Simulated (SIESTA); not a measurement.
Ti under changes of volume

One of the cells (17.676 Å³/atom); the others are scaled copies at fixed shape and fractional positions:

```
CELL_PARAMETERS angstrom
-1.64100 1.64100 1.64100
1.64100 -1.64100 1.64100
1.64100 1.64100 -1.64100
ATOMIC_POSITIONS crystal
Ti 0.00000 0.00000 0.00000
```

This isn't the form of Ti at room conditions, which is hcp.

| Quantity | Value |
| --- | --- |
| Program | SIESTA 5.4.2 |
| Functional | LDA |
| Potentials or basis | PseudoDojo 0.4 standard (LDA files) |
| Basis | DZP (energy shift 0.003 Ry; two zetas on semicore shells) |
| Grid cutoff | 800 Ry |
| Energy shift | 0.003 Ry |
| k mesh | 11 × 11 × 11 |
| Occupations | fermi-dirac, width 0.05 eV |
| Spin | no spin polarisation |

| volume (Å³/atom) | energy over the lowest point (meV/atom) | pressure (GPa) |
| --- | --- | --- |
| 16.616 | 0.00 | -5.1 |
| 16.969 | 14.04 | -7.2 |
| 17.323 | ? | ? |
| 17.676 | 55.39 | -10.9 |
| 18.030 | 81.76 | -12.4 |
| 18.383 | 111.30 | -13.9 |
| 18.737 | 143.81 | -15.2 |

What does the run at 17.323 Å³/atom give?

Energy over the lowest point 32.75 meV/atom; pressure -9.2 GPa.

Worked out: A Birch-Murnaghan fit of order 3 (a polynomial in V^(-2/3)) to the other rows has no minimum within the range. It gives 32.71 meV/atom at 17.323 Å³/atom, against the run's 32.75, and -dE/dV = -9.4 GPa, against -9.2.

Energies are extrapolated to zero smearing.

Caveats: the basis of atomic orbitals isn't converged, which shifts pressures, moduli and gaps.
